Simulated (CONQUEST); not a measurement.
**BaTe under changes of volume**

One of the cells (39.652 Å³/atom); the others are scaled copies at fixed shape and fractional positions:

```
CELL_PARAMETERS angstrom
4.82247 0.00000 0.00000
0.00000 4.82247 0.00000
0.00000 0.00000 6.82000
ATOMIC_POSITIONS crystal
Ba 0.00000 0.00000 0.00000
Ba 0.50000 0.50000 0.50000
Te 0.00000 0.00000 0.50000
Te 0.50000 0.50000 0.00000
```

| Item | Value |
| --- | --- |
| Program | CONQUEST 1.3 |
| Functional | PBEsol |
| Potentials or basis | PseudoDojo NC PBEsol, DZP, grid of 48 × 48 × 64 points |
| k mesh | 6 × 6 × 4 |
| Occupations | fermi-dirac, width 0.05 eV |
| Spin | no spin polarisation |

```tsv
volume (Å³/atom)	energy over the lowest point (meV/atom)	pressure (GPa)	gap on the mesh (eV)
37.273	81.96	5.7	0.98
38.066	?	?	?
38.859	36.88	3.6	1.11
39.652	21.63	2.6	1.16
40.445	10.86	1.7	1.22
41.238	3.83	1.1	1.27
42.031	0.00	0.4	1.31
```

Problem. What does the run at 38.066 Å³/atom give?

Solution. Energy over the lowest point 56.90 meV/atom; pressure 4.5 GPa; gap on the mesh 1.05 eV.

Worked out: A Birch-Murnaghan fit of order 3 (a polynomial in V^(-2/3)) to the other rows has its minimum at 42.65 Å³/atom, just outside them, with B0 = V·E''(V) = 29 GPa and B' = 5.4. It gives 56.70 meV/atom at 38.066 Å³/atom, against the run's 56.90, and -dE/dV = 4.5 GPa, against 4.5. A parabola through the other rows of the gap, of slope 3.07 eV per unit of ln V there, gives 1.05 eV, against the run's 1.05.

Energies are extrapolated to zero smearing.

Caveats: spin-orbit coupling is left out, which moves the levels of the heavy elements; the basis of atomic orbitals isn't converged, which shifts pressures, moduli and gaps; the real-space grid breaks the cell's symmetry a little (some runs).

A mesh can miss the band edges.
